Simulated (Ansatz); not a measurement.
## NbN: the change of pressure with volume scale

Periodic Kohn-Sham DFT of a crystal at fixed atoms, scaled to volume_scale times the given cell; pressure positive in compression, energy less spherical unpolarised free atoms, largest_vzz the field gradient of largest size among the nuclei. The results are calculated, by Ansatz 0.2.0.

The cell before it is scaled or strained (space group Fm-3m, No. 225):
```
CELL_PARAMETERS angstrom
0.00000 2.19450 2.19450
2.19450 0.00000 2.19450
2.19450 2.19450 0.00000
ATOMIC_POSITIONS crystal
Nb 0.50000 0.50000 0.50000
N 0.00000 0.00000 0.00000
```

Settings of every row: method all-electron PAW; functional PBEsol; relativity scalar; k mesh 14x14x14; filling fermi-dirac; smearing width 0.08 eV; nucleus gaussian.

Atom start moment: 0 on all atoms.

| row | volume scale | V (Å³/atom) | pressure (GPa) |
| --- | --- | --- | --- |
| 1 | 0.94 | 9.934 | 21.094 |
| 2 | 0.96 | 10.146 | 12.573 |
| 3 | 0.98 | 10.357 | 4.929 |
| 4 | 0.99 | 10.463 | 1.407 |
| 5 | 1 | 10.568 | -1.929 |
| 6 | 1.01 | 10.674 | ? |
| 7 | 1.02 | 10.78 | -8.081 |
| 8 | 1.04 | 10.991 | -13.6 |
| 9 | 1.06 | 11.202 | -18.547 |

Question: what pressure should row 6 give?

Worked fit of pressure. Take u = (V_r/V)^(2/3) − 1 with V_r = 10.515 Å³ an atom, which is twice the finite (Eulerian) strain; such expansions in the strain, on which the Birch-Murnaghan equation of state is built, carry the rest volume and the bulk modulus. The shown rows have u = 0.03862, 0.0241, 0.01014, 0.00331, -0.00335, -0.01646, -0.02908, -0.04132. Least squares give pressure = −0.2609 + 499.327 × u + 1382.88 × u² GPa; a straight line predicts inner rows, each left out in turn, worse (root mean square 0.71 against 0.018 GPa). The rows lie off it by 0.008, -0.003, -0.015, 0.000, -0.011, 0.024, 0.012, -0.015 (root mean square 0.013 GPa). The pressure vanishes at u = 0.0005, or V = 10.51 Å³ an atom, and there the bulk modulus at fixed shape and fractions is B = −V dP/dV = (2/3)(1 + u) dP/du = 334 GPa. The withheld row has u = -0.00996, so the fit gives −0.2609 + 499.327 × (-0.00996) + 1382.88 × (-0.00996)² = -5.097 GPa.

The calculation gave -5.089 GPa. The fit lies 0.008 GPa (0.02 % of the column's range) below it; its largest miss of a shown row is 0.024 GPa.
